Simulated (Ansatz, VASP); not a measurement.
**One calculation of C, two programs**

```
CELL_PARAMETERS angstrom
0.00000 1.92607 1.78340
1.92607 0.00000 1.78340
1.92607 1.92607 0.00000
ATOMIC_POSITIONS crystal
C 0.50000 0.50000 0.50000
C 0.75000 0.75000 0.75000
```

Change from the starting cell: strain +0.080 along x and y, +0.000 along z, atoms carried along.

Alike in both runs: task single point; functional PBE; k mesh 12 × 12 × 12; occupations gaussian, width 0.05 eV; no spin polarisation.

|  | VASP | Ansatz |
| --- | --- | --- |
| version | VASP 6.6.1 | Ansatz 0.2.0 |
| potentials or method | VASP PAW PBE potentials, release 64 (C) | scalar-relativistic, plane waves, PAW |
| plane-wave cutoff (eV) | 520 | 420 |
| valence electrons in the cell | 8 | 8 |

```tsv
	VASP	Ansatz	Ansatz less VASP
gap on the k mesh at the Fermi level (eV)	2.12	2.13	+0.006
least direct gap on the mesh (eV)	3.99	4.00	+0.005
pressure (GPa)	-48.4	-48.6	-0.20
largest component of the traceless stress (GPa)	36.91	36.92	+0.011
```

With one functional, cell and mesh, what is left measures potentials, basis and numerics.

Caveats: the cell as given lies far from equilibrium; so large a pressure means that the cell lies far from this level's equilibrium, or that cutoff or potentials fall short (VASP).
